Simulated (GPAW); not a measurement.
# Ru in GPAW: convergence with k mesh

Ru:

```xyz
2
Lattice="2.7058 0.0000 0.0000 -1.3529 2.3433 0.0000 0.0000 0.0000 4.2819" Properties=species:S:1:pos:R:3 pbc="T T T"
Ru    1.3529    0.7811    3.2114
Ru    0.0000    1.5622    1.0705
```

| Property | Result |
| --- | --- |
| Program | GPAW 26.7.0 |
| Task | Fermi surface |
| Functional | C09-vdW |
| Potentials or basis | GPAW PAW data sets (gpaw-data 1.2.1), other valence |
| Cutoff | 450 eV |
| Basis | pw |
| k mesh | 3 × 3 × 2 |
| Occupations | fermi-dirac, width 0.05 eV |
| Spin | no spin polarisation |

These are the settings of the first run; the series varies k mesh, with any setting tied to it.

Hardware: 1 thread of Arm Neoverse V1 (shared host).

```tsv
k mesh	energy less the tightest run, at zero smearing (meV/atom)	SCF cycles	CPU time (s)	peak memory (GiB)
3 × 3 × 2	456.67	10	7.7	0.15
4 × 4 × 3	-28.68	10	9.9	0.15
5 × 5 × 3	-7.57	10	14	0.16
7 × 7 × 4	35.93	10	24	0.18
9 × 9 × 5	-8.52	10	40	0.21
10 × 10 × 6	14.62	10	59	0.25
12 × 12 × 7	0.00	10	87	0.3
```

Not settled before the last step: the energy (to 1 meV/atom). Meshes of other sizes hit other points, so gaps and Fermi surfaces needn't settle smoothly. The tightest run that finished is the yardstick and may itself not be fully converged.
